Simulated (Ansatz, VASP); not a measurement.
Ge in VASP and in Ansatz

```
Ge
1.0
    -2.57449    2.57449    1.39741
     2.57449   -2.57449    1.39741
     2.57449    2.57449   -1.39741
Ge
2
Direct
  0.50000 0.50000 0.00000
  0.25000 0.75000 0.50000
```

This isn't the form of Ge at room conditions, which is diamond.

Alike in both runs: task single point; functional PBE; k mesh 4 × 4 × 4; occupations fermi-dirac, width 0.06 eV; no spin polarisation.

|  | VASP | Ansatz |
| --- | --- | --- |
| version | VASP 6.6.1 | Ansatz 0.2.0 |
| potentials or method | VASP PAW PBE potentials, release 64 (Ge_d), cutoff 520 eV | all-electron LAPW, scalar-relativistic |

VASP gave:

* gap on the k mesh at the Fermi level (eV): none
* pressure (GPa): 2.9
* largest component of the traceless stress (GPa): 6.28

**Question.** What did Ansatz give for the same quantities?

**Answer.** gap on the k mesh at the Fermi level (eV): none; pressure (GPa): 3.0; largest component of the traceless stress (GPa): 6.27.

A gap of «none» marks a metal or a gap that the smearing closes. Ansatz ran all-electron here, so the differences hold the error of VASP's frozen core and of both bases.

Caveats: the k mesh is coarse (spacing up to 0.64 Å⁻¹), so the values aren't converged; the k mesh is thin for a metal, which can move the energy by tens of meV per atom (Ansatz).
